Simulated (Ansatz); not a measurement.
Hf:

```
CELL_PARAMETERS angstrom
0.00000 2.22000 2.22000
2.22000 0.00000 2.22000
2.22000 2.22000 0.00000
ATOMIC_POSITIONS crystal
Hf 0.00000 0.00000 0.00000
```

This isn't the form of Hf at room conditions, which is hcp.

| Item | Value |
| --- | --- |
| Program | Ansatz 0.2.0 |
| Task | relaxation of cell and atoms |
| Functional | RPBE |
| Potentials or basis | Ansatz PAW |
| Cutoff | 420 eV (not typed: the program's choice for these potentials) |
| k mesh | 10 × 10 × 10 |
| Occupations | fermi-dirac, width 0.05 eV |
| Spin | no spin polarisation |

At the start: volume 21.88 Å³/atom.

Task: How do energy, volume and symmetry change on relaxing?

Result: It ends after 4 steps and the volume is 23.19 Å³/atom (+6.0 %); space group Fm-3m (No. 225, to 0.05 Å).

The path:
| step | energy change (eV) | largest force (eV/Å) | volume (Å³) |
| --- | --- | --- | --- |
| 1 | 0.0000 | 0.0000 | 21.88 |
| 2 | -0.0230 | 0.0000 | 23.23 |
| 3 | -0.0231 | 0.0000 | 23.19 |
| 4 | -0.0235 | 0.0000 | 23.19 |

Final structure:
```
Hf
1.0
     0.00000    2.26339    2.26339
     2.26339    0.00000    2.26339
     2.26339    2.26339    0.00000
Hf
1
Direct
  0.00000 0.00000 0.00000
```

Caveat: the plane-wave basis is chosen anew once the cell has moved, so the energies of steps on either side of that aren't comparable; the PAW data sets come from PBE, with cores solved anew for the run's functional, which leaves a small shift of forces and pressure.
